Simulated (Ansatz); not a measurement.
# W under changes of volume

One of the cells (15.848 Å³/atom); the others are scaled copies at fixed shape and fractional positions:

```
W
1.0
    -1.58234    1.58234    1.58234
     1.58234   -1.58234    1.58234
     1.58234    1.58234   -1.58234
W
1
Direct
  0.00000 0.00000 0.00000
```

| Quantity | Value |
| --- | --- |
| Program | Ansatz 0.2.0 |
| Functional | B88-PBE |
| Potentials or basis | all-electron LAPW, scalar-relativistic |
| Cutoff | 264 eV (chosen from the basis error) |
| Basis error allowed | 0.002 eV/atom |
| k mesh | 12 × 12 × 12 |
| Occupations | cold, width 0.01 eV |
| Spin | no spin polarisation |

```tsv
volume (Å³/atom)	energy over the lowest point (meV/atom)	pressure (GPa)
14.897	98.70	27.6
15.214	?	?
15.531	21.67	11.9
15.848	4.91	5.3
16.165	0.00	-0.4
16.482	6.09	-5.9
16.798	22.88	-11.0
```

Question: What does the run at 15.214 Å³/atom give?

Answer: Energy over the lowest point 52.37 meV/atom; pressure 19.4 GPa.

Worked out: A Birch-Murnaghan fit of order 3 (a polynomial in V^(-2/3)) to the other rows has its minimum at 16.14 Å³/atom with B0 = V·E''(V) = 290 GPa and B' = 4.1. It gives 52.69 meV/atom at 15.214 Å³/atom, against the run's 52.37, and -dE/dV = 19.3 GPa, against 19.4.

Energies are extrapolated to zero smearing.

The runs don't all hold the same shells in valence.
